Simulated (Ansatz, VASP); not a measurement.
**GaN: VASP and Ansatz over several settings**

```
Ga N
1.0
     3.15866    0.00000    0.00000
    -1.57933    2.73548    0.00000
     0.00000    0.00000    5.13133
Ga N
2 2
Direct
  0.66667 0.33333 0.50000
  0.33333 0.66667 0.00000
  0.66667 0.33333 0.87500
  0.33333 0.66667 0.37500
```

Single points on this cell with VASP 6.6.1 and Ansatz 0.2.0. Each row is one pair of runs. Alike in all rows: spin: off; k mesh: 10 × 10 × 5; smearing: fermi-dirac, width 0.05 eV; VASP's potentials, cutoff: VASP PAW PBE potentials, release 64 (Ga_d, N), 520 eV.

```tsv
level	Ansatz's potentials, cutoff	gap on the k mesh at the Fermi level (eV), VASP	gap on the k mesh at the Fermi level (eV), Ansatz	least direct gap on the mesh (eV), VASP	least direct gap on the mesh (eV), Ansatz	pressure (GPa), VASP	pressure (GPa), Ansatz
PBEsol+D3(BJ)	Ansatz PAW, 420 eV	2.06	2.04	2.06	2.04	1.6	1.8
revPBE+D4	Ansatz PAW, 420 eV	2.15	2.13	2.15	2.13	2.3	2.5
r2SCAN+rVV10	Ansatz PAW, 500 eV	2.48	2.49	2.48	2.49	5.1	4.0
revPBE+D3(BJ)	Ansatz PAW, 420 eV	2.15	?	2.15	?	6.7	?
r2SCAN+D4	Ansatz PAW, 500 eV	2.52	2.52	2.52	2.52	4.4	3.2
```

Problem. Fill in what Ansatz gave in row 4.

Solution. gap on the k mesh at the Fermi level (eV): 2.13; least direct gap on the mesh (eV): 2.13; pressure (GPa): 6.9.

Caveats: the PAW data sets were made with another functional, which shifts forces and pressure a little (VASP); odd divisions of the mesh miss points on the zone boundary, where band edges often lie, so the gap on the mesh can be too wide (Ansatz); the pressure holds a Pulay correction of +0.5 GPa for the finite cutoff (Ansatz); the PAW data sets come from PBE, with cores solved anew for the run's functional, which leaves a small shift of forces and pressure (Ansatz).
